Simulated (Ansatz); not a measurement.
# SiNi: the cost of one run

Computed with Ansatz 0.2.0 (DFT PBE, scalar-relativistic, plane waves, PAW, unless a step's input says otherwise).

3 further runs of the same task are left out: 1 for a known fault of the program, 1 that didn't finish, 1 set aside as unsound or not needed.

## (1) The starting structure

Symmetry: Pmmn, No. 59, orthorhombic system. The conventional cell has a = 3.055 Å, b = 3.258 Å, c = 4.709 Å, α = 90.00°, β = 90.00°, γ = 90.00°. Around Si (site symmetry mm2) lie 6 Ni at 2.35 to 2.40 Å and 4 Si at 2.68 Å. Ni (site symmetry mm2) is surrounded by 6 Si at 2.35 to 2.40 Å and 4 Ni at 2.68 Å.

Structure file:

```
Si Ni
1.0
     3.05528    0.00000    0.00000
     0.00000    3.25831    0.00000
     0.00000    0.00000    4.70939
Si Ni
2 2
Direct
  0.50000 0.50000 0.84318
  0.00000 0.00000 0.15682
  0.50000 0.50000 0.34231
  0.00000 0.00000 0.65769
```

This cell was relaxed beforehand with the same method: volume 11.72 Å³/atom, gap on the mesh none (metal).

## (2) Bands, states and charges

Input file input.yaml:

```yaml
crystal:
  lattice:
    - [3.0552835513, 0.0, 0.0]
    - [0.0, 3.2583147497, 0.0]
    - [0.0, 0.0, 4.7093899711]
  atoms:
    - { symbol: Si, position: [0.5, 0.5, 0.8431827248] }
    - { symbol: Si, position: [0.0, 0.0, 0.1568172752] }
    - { symbol: Ni, position: [0.5, 0.5, 0.342305983] }
    - { symbol: Ni, position: [0.0, 0.0, 0.657694017] }
basis:
  ecutwfc: 420
kpoints:
  mp_grid: { grid: [14, 12, 10] }
  band_path:
    path:
      - [[0.0, 0.0, 0.0], [0.5, 0.0, 0.0], [0.5, 0.5, 0.0], [0.0, 0.5, 0.0], [0.0, 0.0, 0.0], [0.0, 0.0, 0.5], [0.5, 0.0, 0.5], [0.5, 0.5, 0.5], [0.0, 0.5, 0.5], [0.0, 0.0, 0.5]]
      - [[0.5, 0.0, 0.0], [0.5, 0.0, 0.5]]
      - [[0.0, 0.5, 0.0], [0.0, 0.5, 0.5]]
      - [[0.5, 0.5, 0.0], [0.5, 0.5, 0.5]]
    npoints: 14
hamiltonian:
  xc: pbe
scf:
  occupations: { method: gaussian, width: 0.1 }
  n_extra_bands: 10
output:
  forces: true
  stress: true
  eigenvalues: true
  populations: true
  dos: { projected: true, de: 0.02, nscf_kmesh: { grid: [21, 18, 15] } }
  bader: true
  write_density: true
  write_potential: true
  elf: true
  volumetric_format: npy
```

Command:

```sh
$ ansatz run input.yaml --threads 1 --pin off --max-ram 2560MiB --backend cpu --events-out ev --progress --plain --runs-dir out
```

**Question.** How long does this run take on 1 thread of Arm Neoverse V2, shared host, and how much memory does it need?

About 1.9 min, with a peak of 0.93 GiB.
